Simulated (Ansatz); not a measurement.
# Residual resistivity of an alloy: Au(111) with 4 layers of random Au-Ag, 2x2, part 2 of 2

How strongly does chemical disorder scatter in Au(111) with 4 layers of random Au-Ag, 2x2?

Ansatz 0.2.0; Ansatz plane-wave DFT, PBE, PAW files; ballistic transport by layer matching (Landauer), zero bias; PAW set soft_1.

So far. Step 3 (With 8 alloy layers): Over the solved energies the transmission per spin lies between 2.84 and 2.86, out of 3.21 channels of the lead on average (up to 3.21).

**4. With 12 alloy layers**

In 12 layers a share of 0.5 of the sites is given to Ag at random. A fresh draw is used; the growth of the resistance with length is what counts.

System of this step: Au(111) with 12 layers of random Au-Ag, 2x2. The cell holds 72 atoms: 48 Au and 24 Ag. Cell: a = 5.768 Å, b = 5.768 Å, c = 42.382 Å, α = 90.0°, β = 90.0°, γ = 120.0°. It derives from Au. Regions: lead, 24 atoms (24 Au); scattering region, 48 atoms (24 Ag and 24 Au). The structure is stacked along c, and the current runs across the ab planes.

input.yaml

```yaml
crystal:
  lattice:
    - [5.7675164607, 0.0, 0.0]
    - [-2.8837582304, 4.9948157718, 0.0]
    - [0.0, 0.0, 42.3824172358]
  atoms:
    - { symbol: Au, position: [0.0, 0.0, 0.0277777778] }
    - { symbol: Au, position: [0.0, 0.5, 0.0277777778] }
    - { symbol: Au, position: [0.5, 0.0, 0.0277777778] }
    - { symbol: Au, position: [0.5, 0.5, 0.0277777778] }
    - { symbol: Au, position: [0.1666666667, 0.3333333333, 0.0833333333] }
    - { symbol: Au, position: [0.1666666667, 0.8333333333, 0.0833333333] }
    - { symbol: Au, position: [0.6666666667, 0.3333333333, 0.0833333333] }
    - { symbol: Au, position: [0.6666666667, 0.8333333333, 0.0833333333] }
    - { symbol: Au, position: [0.3333333333, 0.1666666667, 0.1388888889] }
    - { symbol: Au, position: [0.3333333333, 0.6666666667, 0.1388888889] }
    - { symbol: Au, position: [0.8333333333, 0.1666666667, 0.1388888889] }
    - { symbol: Au, position: [0.8333333333, 0.6666666667, 0.1388888889] }
    - { symbol: Ag, position: [0.0, 0.0, 0.1944444444] }
    - { symbol: Au, position: [0.0, 0.5, 0.1944444444] }
    - { symbol: Ag, position: [0.5, 0.0, 0.1944444444] }
    - { symbol: Ag, position: [0.5, 0.5, 0.1944444444] }
    - { symbol: Ag, position: [0.1666666667, 0.3333333333, 0.25] }
    - { symbol: Au, position: [0.1666666667, 0.8333333333, 0.25] }
    - { symbol: Ag, position: [0.6666666667, 0.3333333333, 0.25] }
    - { symbol: Au, position: [0.6666666667, 0.8333333333, 0.25] }
    - { symbol: Au, position: [0.3333333333, 0.1666666667, 0.3055555556] }
    - { symbol: Au, position: [0.3333333333, 0.6666666667, 0.3055555556] }
    - { symbol: Au, position: [0.8333333333, 0.1666666667, 0.3055555556] }
    - { symbol: Au, position: [0.8333333333, 0.6666666667, 0.3055555556] }
    - { symbol: Ag, position: [0.0, 0.0, 0.3611111111] }
    - { symbol: Ag, position: [0.0, 0.5, 0.3611111111] }
    - { symbol: Au, position: [0.5, 0.0, 0.3611111111] }
    - { symbol: Au, position: [0.5, 0.5, 0.3611111111] }
    - { symbol: Ag, position: [0.1666666667, 0.3333333333, 0.4166666667] }
    - { symbol: Ag, position: [0.1666666667, 0.8333333333, 0.4166666667] }
    - { symbol: Au, position: [0.6666666667, 0.3333333333, 0.4166666667] }
    - { symbol: Au, position: [0.6666666667, 0.8333333333, 0.4166666667] }
    - { symbol: Ag, position: [0.3333333333, 0.1666666667, 0.4722222222] }
    - { symbol: Ag, position: [0.3333333333, 0.6666666667, 0.4722222222] }
    - { symbol: Ag, position: [0.8333333333, 0.1666666667, 0.4722222222] }
    - { symbol: Ag, position: [0.8333333333, 0.6666666667, 0.4722222222] }
    - { symbol: Au, position: [0.0, 0.0, 0.5277777778] }
    - { symbol: Ag, position: [0.0, 0.5, 0.5277777778] }
    - { symbol: Au, position: [0.5, 0.0, 0.5277777778] }
    - { symbol: Ag, position: [0.5, 0.5, 0.5277777778] }
    - { symbol: Ag, position: [0.1666666667, 0.3333333333, 0.5833333333] }
    - { symbol: Ag, position: [0.1666666667, 0.8333333333, 0.5833333333] }
    - { symbol: Ag, position: [0.6666666667, 0.3333333333, 0.5833333333] }
    - { symbol: Au, position: [0.6666666667, 0.8333333333, 0.5833333333] }
    - { symbol: Au, position: [0.3333333333, 0.1666666667, 0.6388888889] }
    - { symbol: Au, position: [0.3333333333, 0.6666666667, 0.6388888889] }
    - { symbol: Au, position: [0.8333333333, 0.1666666667, 0.6388888889] }
    - { symbol: Ag, position: [0.8333333333, 0.6666666667, 0.6388888889] }
    - { symbol: Au, position: [0.0, 0.0, 0.6944444444] }
    - { symbol: Au, position: [0.0, 0.5, 0.6944444444] }
    - { symbol: Au, position: [0.5, 0.0, 0.6944444444] }
    - { symbol: Au, position: [0.5, 0.5, 0.6944444444] }
    - { symbol: Au, position: [0.1666666667, 0.3333333333, 0.75] }
    - { symbol: Ag, position: [0.1666666667, 0.8333333333, 0.75] }
    - { symbol: Ag, position: [0.6666666667, 0.3333333333, 0.75] }
    - { symbol: Ag, position: [0.6666666667, 0.8333333333, 0.75] }
    - { symbol: Au, position: [0.3333333333, 0.1666666667, 0.8055555556] }
    - { symbol: Au, position: [0.3333333333, 0.6666666667, 0.8055555556] }
    - { symbol: Ag, position: [0.8333333333, 0.1666666667, 0.8055555556] }
    - { symbol: Ag, position: [0.8333333333, 0.6666666667, 0.8055555556] }
    - { symbol: Au, position: [0.0, 0.0, 0.8611111111] }
    - { symbol: Au, position: [0.0, 0.5, 0.8611111111] }
    - { symbol: Au, position: [0.5, 0.0, 0.8611111111] }
    - { symbol: Au, position: [0.5, 0.5, 0.8611111111] }
    - { symbol: Au, position: [0.1666666667, 0.3333333333, 0.9166666667] }
    - { symbol: Au, position: [0.1666666667, 0.8333333333, 0.9166666667] }
    - { symbol: Au, position: [0.6666666667, 0.3333333333, 0.9166666667] }
    - { symbol: Au, position: [0.6666666667, 0.8333333333, 0.9166666667] }
    - { symbol: Au, position: [0.3333333333, 0.1666666667, 0.9722222222] }
    - { symbol: Au, position: [0.3333333333, 0.6666666667, 0.9722222222] }
    - { symbol: Au, position: [0.8333333333, 0.1666666667, 0.9722222222] }
    - { symbol: Au, position: [0.8333333333, 0.6666666667, 0.9722222222] }
kpoints:
  mp_grid: { grid: [5, 5, 1] }
hamiltonian:
  xc: pbe
  pseudopotentials: { kind: paw, azcp: { folder: soft_1 } }
scf:
  occupations: { method: fermi_dirac, width: 0.1 }
output:
  transmission:
    leads: [[0, 4]]
    kmesh: [10, 10]
    e_range: [-0.05, 0.05]
    de: 0.05
  write_potential: true
  write_density: true
  volumetric_format: npy
```

On the command line:

```bash
$ ansatz run input.yaml --threads 4 --pin off --max-ram 15360MiB --backend cpu --events-out ev --progress --plain --runs-dir out
```

Numbers of over 12 decimals in the logs are rounded to 6 here.

Log:

```text
[...]
Crystal: 72 atoms, lattice volume = 1220.939 Å³
Basis set: ecut = 420 eV, 23937 PW (Γ)
Bands: 821, of which v1, the nominal top of the filled ones, is band 684 counted from 1 (683 counted from 0)
Symmetry: 1 space group operations
[...]
k-points: 13 of 25 (time reversal used)
[...]
SCF iter   1: F=—  HF=-813535.320262 eV  |F-HF|=—  |Δ(HF+E_count)|=         —  Δρ=1.43e-1  dr2=9.42e2  ethr=3.10e-3  ⟨swp⟩=4.0  Hψ=31946  notcnv=0  defer=741
[...]
SCF iter  15: F=-813433.380932 eV  HF=-813433.380932 eV  |F-HF|=2.56e-8  |Δ(HF+E_count)|=   4.19e-9  Δρ=2.65e-7  dr2=2.60e-8  ethr=7.31e-12  ⟨swp⟩=10.6  Hψ=42712  notcnv=0
SCF 1 converged in 15 iterations: F = -813433.380932 eV  dr2 = 2.60e-8
[...]
transmission: 278 of 2756 steps passed
transmission: 552 of 2756 steps passed
[...]
transmission: 2756 of 2756 steps passed
SCF converged after 15 iterations
Free energy (F): -813433.380932 eV
[...]
Internal energy: -813432.638769 eV  (E = F + TS)
E sigma→0 (E₀):  -813433.009851 eV
Entropy (-TS):   -0.742163 eV (-10.308 meV/atom)
Fermi energy:    19.561711 eV
[...]
--- Band table (eV; the first three rows and the last of 13) ---
  k-point 0: bands = [... 680 lower, 19.8108, 20.1784, 20.1917, 20.2097, 20.2195, 20.2371, 20.2474, 20.4496, ... 133 higher]
  k-point 1: bands = [... 680 lower, 19.3117, 19.4038, 19.4185, 19.5542, 19.5741, 19.6885, 19.6949, 19.8290, ... 133 higher]
  k-point 2: bands = [... 680 lower, 19.3417, 19.3828, 19.4203, 19.4430, 19.5792, 19.6137, 19.6357, 19.6660, ... 133 higher]
  k-point 12: bands = [... 680 lower, 18.8505, 19.1255, 19.2113, 19.5660, 19.6021, 19.9422, 19.9648, 20.3164, ... 133 higher]
--- Transmission ---
  basis      : 253 plane waves across, 53 finite elements along
  points     : 52, standing for a mesh of 10 x 10
[...]
channels       : 3.210000e0 a spin
[...]
junction   : crystal 0 to crystal 0, 0.70 to 40.73 Å
    transmission   : 2.662111e0 a spin
[...]
```

Wall time 24 min (4 threads of Intel Xeon Platinum 8375C at 2.90GHz (Ice Lake), shared host); peak memory 10 GiB.

Numbers from this step:

```
free energy                                   : -813433.3809 eV
energy at zero smearing                       : -813433.0099 eV
Fermi energy                                  : 19.56 eV
transmission per spin nearest the Fermi level : 2.662
step of the lead's potential                  : 2.8 meV
```

Per spin. Transmission, zone mean against energy, zero at the Fermi level:

```
energy (eV)  transmission, zone mean
    -0.0500                     2.63
     0.0000                     2.66
     0.0500                     2.68
```

Over the solved energies the transmission per spin lies between 2.63 and 2.68, out of 3.21 channels of the lead on average (up to 3.21).

**5. The fit**

This step: Ansatz plane-wave DFT, PBE, PAW files; ballistic transport by layer matching (Landauer), zero bias; residual resistivity from the slope of the area resistance, atoms on the host's lattice; PAW set soft_1 (Ansatz 0.2.0).

Numbers from this step:

| Item | Value |
| --- | --- |
| resistivity | 8.313 µΩ cm |
| intercept | 1.90e-4 fΩ m² |
| scatter about the fit | 0.008878 fΩ m² |

Resistance, by row:

```
run  length (Å)      T  channels N  RA (fΩ m²)
 n4       9.418  2.991        3.21     0.08476
 n8       18.84  2.855        3.21      0.1442
n12       28.25  2.656        3.21      0.2414
```

Area resistance against length of the alloy:

```
length of the alloy (Å)  area resistance (fΩ m²)
                   9.42                   0.0848
                  18.84                    0.144
                  28.25                    0.241
```

The area resistance goes from 0.085 to 0.24 fΩ m² between 9.4 and 28.3 Å, a slope of 8.3 µΩ cm.

By hand from the end points: (0.2414 − 0.08476) fΩ m² / (28.25 − 9.42) Å = 8.3 µΩ cm, since 1 fΩ m² per Å is 1000 µΩ cm.

**6. Summary of results**

| Property | Result |
| --- | --- |
| resistivity from the slope | 8.31 µΩ cm |
| area resistance over 9.42 Å | 0.0848 fΩ m² |
| area resistance over 18.8 Å | 0.144 fΩ m² |
| area resistance over 28.3 Å | 0.241 fΩ m² |

The slope gives 8.3 µΩ cm. The points scatter by 0.0089 fΩ m² about the line, with one random draw a length in a 2x2 cell, so the slope is a rough value. Read with a model of isotropic scattering on a spherical Fermi surface and the lead's 0.86×10¹⁵ S/m², this slope means a mean free path near 119 Å (a rough figure, since the alloy's own channel count differs); over these lengths the model's slope is 1.14 times its bulk resistivity, which would be 7.3 µΩ cm. The atoms sit on the host's lattice, so scattering by size misfit is left out. Spin-orbit coupling is left out, which matters for Au.

[Logs are printed without paths, hosts, clocks, repeated set-up lines and the standing remarks that a program may print on its own settings, such as how far it seeks lower states.]

[Hosts, paths, dates, database ids (printed as entryN), source tags and the programs' standing remarks are cut or masked in the printed files.]
